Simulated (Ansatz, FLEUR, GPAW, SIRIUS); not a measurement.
Equation of state of YN under PBEsol

Space group Fm-3m (No. 225). a = 4.877 Å, b = 4.877 Å, c = 4.877 Å, α = 90.00°, β = 90.00°, γ = 90.00°
```tsv
atom	site	symmetry	x	y	z
Y	4a	m-3m	0.0000	0.0000	0.0000
N	4b	m-3m	0.5000	0.0000	0.0000
```

The cell was scaled at fixed shape and fractions and run with GPAW, PAW data sets generated for this functional, cutoff 800 eV; PBEsol, k mesh 9 × 9 × 9 on the cell of 2 atoms, fermi-dirac occupations of 0.05 eV, no spin polarisation, no spin-orbit coupling. Energies are those that the program minimises, any entropy of the smearing included.

| V (Å³/atom) | energy over the lowest row (meV/atom) |
| --- | --- |
| 13.6300 | 15.95 |
| 13.9200 | 4.40 |
| 14.2100 | 0.00 |
| 14.5000 | 2.05 |
| 14.7900 | 9.80 |
| 15.0800 | ? |
| 15.3700 | 40.51 |

Question: Fit the third-order Birch-Murnaghan form, give V0, B0 and B′, and predict the energy left open.

Answer: With y = (V0/V)^(2/3), E = E0 + (9 V0 B0/16) [(y - 1)³ B′ + (y - 1)² (6 - 4y)]. Least squares through the rows shown give V0 = 14.2593 Å³/atom, E0 = -0.09 meV, B0 = 171.1 GPa (1 eV/Å³ = 160.218 GPa) and B′ = 4.17, with a largest miss of 0.03 meV. At V = 15.0800 the form with these constants gives 22.81 meV; the run gave 22.79 meV an atom. Other set-ups at this level, from all their volumes (Å³/atom, GPa): FLEUR, all-electron, FLAPW: V0 14.318, B0 171.2; Ansatz, all-electron LAPW, scalar-relativistic: V0 14.320, B0 170.9; SIRIUS, PseudoDojo 0.4.1 PBEsol standard (scalar relativistic): V0 14.319, B0 171.

The single smooth minimum and the near-exact prediction at 15.0800 Å³ show that the third-order form describes YN well over this range, though the test is an interpolation. The listed cell lies slightly on the expanded side of the fitted minimum. The stiffness fits a rocksalt nitride of formally trivalent ions, where strong Coulomb attraction and N 2p–Y 4d covalency act over short bonds. Overlap repulsion rises steeply on compression while the attraction weakens more gently on expansion, hence the positive B′. Its value near 4 means the energy is almost quadratic in Eulerian strain.

The four set-ups agree closely on B0, but GPAW gives a slightly smaller V0 than the other three, which nearly coincide. As one of those three also uses pseudopotentials, the offset is probably specific to the GPAW data sets, such as their treatment of the yttrium semicore, rather than inherent in replacing the core. Agreement between codes supports the numerical solution of PBEsol, not the functional's accuracy against experiment.
